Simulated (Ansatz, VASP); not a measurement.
# Al in VASP and in Ansatz

```
Al
1.0
     2.79507    0.00000    0.00000
    -1.39754    2.42060    0.00000
     0.00000    0.00000    4.71267
Al
2
Direct
  0.66667 0.33333 0.75000
  0.33333 0.66667 0.25000
```

Alike in both runs: functional PBEsol; k mesh 14 × 14 × 7; occupations methfessel-paxton of order 1, width 0.05 eV; no spin polarisation.

Ansatz relaxed the structure, and its values are those at the end. VASP's run is a single point on that final structure, the one shown.

|  | VASP | Ansatz |
| --- | --- | --- |
| version | VASP 6.6.1 | Ansatz 0.2.0 |
| potentials or method | VASP PAW PBE potentials, release 64 (Al) | plane waves, PAW |
| plane-wave cutoff (eV) | 520 | 420 |
| valence electrons in the cell | 6 | 6 |

|  | VASP | Ansatz | Ansatz less VASP |
| --- | --- | --- | --- |
| pressure (GPa) | 2.1 | 2.0 | -0.07 |

Caveats: the PAW data sets were made with another functional, which shifts forces and pressure a little (VASP).
